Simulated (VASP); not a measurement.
Here is a VASP 6.6.1 calculation.

The input POSCAR:

```
GaP
1.0
    0.0000000000      2.7252500000      2.7252500000
    2.7252500000      0.0000000000      2.7252500000
    2.7252500000      2.7252500000      0.0000000000
Ga P
1 1
Direct
    0.0000000000      0.0000000000      0.0000000000
    0.7500000000      0.7500000000      0.7500000000
```

The input INCAR.step1:

```
ALGO = Normal ; EDIFF = 1E-5
ENCUT = 520 ; GGA = PE
ISIF = 2 ; ISMEAR = -1
LASPH = T ; LCHARG = F
LREAL = F ; LWAVE = T
NBANDS = 16 ; NELM = 60
PREC = Accurate ; SIGMA = 0.05
```

INCAR.step2

```
AEXX = 0.25 ; ALGO = Normal
EDIFF = 1E-7 ; ENCUT = 520
GGA = PE ; ISIF = 2
ISMEAR = -1 ; ISTART = 1
LASPH = T ; LCHARG = F
LHFCALC = T ; LREAL = F
LWAVE = F ; NBANDS = 16
NELM = 60 ; PREC = Accurate
PRECFOCK = Fast ; SIGMA = 0.05
```

Contents of KPOINTS:

```
k-points
0
Gamma
  4 4 4
```

File KPOINTS_OPT:

```
path GXWKGLUWLK,UX
8
line-mode
reciprocal
 0.0000000000  0.0000000000  0.0000000000  G
 0.5000000000  0.0000000000  0.5000000000  X

 0.5000000000  0.0000000000  0.5000000000  X
 0.5000000000  0.2500000000  0.7500000000  W

 0.5000000000  0.2500000000  0.7500000000  W
 0.3750000000  0.3750000000  0.7500000000  K

 0.3750000000  0.3750000000  0.7500000000  K
 0.0000000000  0.0000000000  0.0000000000  G

 0.0000000000  0.0000000000  0.0000000000  G
 0.5000000000  0.5000000000  0.5000000000  L

 0.5000000000  0.5000000000  0.5000000000  L
 0.6250000000  0.2500000000  0.6250000000  U

 0.6250000000  0.2500000000  0.6250000000  U
 0.5000000000  0.2500000000  0.7500000000  W

 0.5000000000  0.2500000000  0.7500000000  W
 0.5000000000  0.5000000000  0.5000000000  L

 0.5000000000  0.5000000000  0.5000000000  L
 0.3750000000  0.3750000000  0.7500000000  K

 0.6250000000  0.2500000000  0.6250000000  U
 0.5000000000  0.0000000000  0.5000000000  X
```

Potentials or basis: VASP PAW PBE potentials, release 64 (Ga_d, P).

Command:

```bash
$ cat potpaw_PBE.64/Ga_d/POTCAR potpaw_PBE.64/P/POTCAR > POTCAR
$ cp INCAR.step1 INCAR
$ mpirun -np 1 vasp_std > vasp.out
$ cp INCAR.step2 INCAR
$ mpirun -np 1 vasp_std > vasp.out
```

(1) What does it give for the pressure?

(2) What does it give for the band gap on the k mesh?

Results:

(1) 0.6 GPa.

(2) 3.04 eV, indirect (least direct gap 3.58 eV).

Caveat: the k mesh is coarse (spacing up to 0.50 Å⁻¹), so the values aren't converged, least of all with exact exchange; an unscreened hybrid on a path of extra k points without a Coulomb cutoff has errors near the mesh points, so the bands along the path aren't reliable; the PAW data sets were made with another functional, which shifts forces and pressure a little.
